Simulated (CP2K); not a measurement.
Na under changes of volume

One of the cells (37.614 Å³/atom); the others are scaled copies at fixed shape and fractional positions:

```xyz
1
Lattice="3.7532 0.0000 0.0000 -0.0469 3.7529 0.0000 -1.8531 -1.8765 2.6704" Properties=species:S:1:pos:R:3 pbc="T T T"
Na    0.0000    0.0000    0.0000
```

This isn't the form of Na at room conditions, which is bcc.

| Property | Result |
| --- | --- |
| Program | CP2K 2026.2 |
| Functional | PBE |
| Potentials or basis | POTENTIAL_UZH Na GTH-PBE-q9; TZVP-MOLOPT-PBE-GTH basis |
| Density cutoff | 18368 eV |
| k mesh | 10 × 10 × 10 |
| Occupations | fermi-dirac, width 0.05 eV |
| Spin | no spin polarisation |

```csv
volume (Å³/atom),energy over the lowest point (meV/atom),pressure (GPa)
35.357,?,?
36.110,0.00,0.4
36.862,0.49,0.1
37.614,0.19,0.0
38.367,0.59,-0.2
39.119,1.65,-0.3
39.871,3.29,-0.4
```

Question: What does the run at 35.357 Å³/atom give?

Answer: Energy over the lowest point 2.12 meV/atom; pressure 0.5 GPa.

Worked out: A Birch-Murnaghan fit of order 3 (a polynomial in V^(-2/3)) to the other rows has no minimum within the range. It gives -1.02 meV/atom at 35.357 Å³/atom, against the run's 2.12, and -dE/dV = -0.4 GPa, against 0.5.

Energies are extrapolated to zero smearing.

Caveats: the basis of atomic orbitals isn't converged, which shifts pressures, moduli and gaps.
